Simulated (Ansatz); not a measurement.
N, DFT, PBEsol, all-electron LAPW, scalar-relativistic (Ansatz 0.2.0), run on 1 thread of Arm Neoverse V1 on a shared host.

The cell comes from COD entry 9012480, which wasn't checked; take it as a given geometry. The listed cell was then made from it by scaling, straining or moving an atom.

Command: `ansatz run input.yaml --threads 1 --pin off --max-ram 4096MiB --backend cpu --events-out ev --progress --plain --runs-dir out`

```yaml
crystal:
  lattice:
    - [5.649, -0.028245, -0.028245]
    - [-0.028245, 5.649, -0.028245]
    - [-0.028245, -0.028245, 5.649]
  atoms:
    - { symbol: "N", position: [0.03, 0.03, 0.03] }
    - { symbol: "N", position: [0.47, 0.97, 0.53] }
    - { symbol: "N", position: [0.53, 0.47, 0.97] }
    - { symbol: "N", position: [0.97, 0.53, 0.47] }
kpoints:
  mp_grid: { grid: [4, 4, 4] }
  band_path:
    path:
      - [0.0, 0.0, 0.0]
      - [0.5, 0.0, 0.0]
      - [0.5, -0.5, 0.5]
      - [0.4901240068, -0.5098759932, 0.4901240068]
      - [0.4901240068, 0.4901240068, 0.4901240068]
      - [0.0, 0.0, 0.0]
      - [0.5, -0.5, 0.0]
    npoints: 5
scf:
  occupations: { method: fermi_dirac, width: 0.02 }
hamiltonian:
  xc: pbesol
  pseudopotentials: { kind: all_electron, lapw: { basis_error: 0.001 } }
output:
  forces: true
  stress: true
  eigenvalues: true
```

(1) How large is the problem that the program sets up?

(2) Estimate the wall time and the peak memory.

Answers

(1) 14 irreducible k-points, 413 plane waves at Γ, 14 bands.

(2) 11 s of wall time for 11 SCF iterations, with a peak of 0.23 GiB. Times on shared machines scatter by tens of per cent.
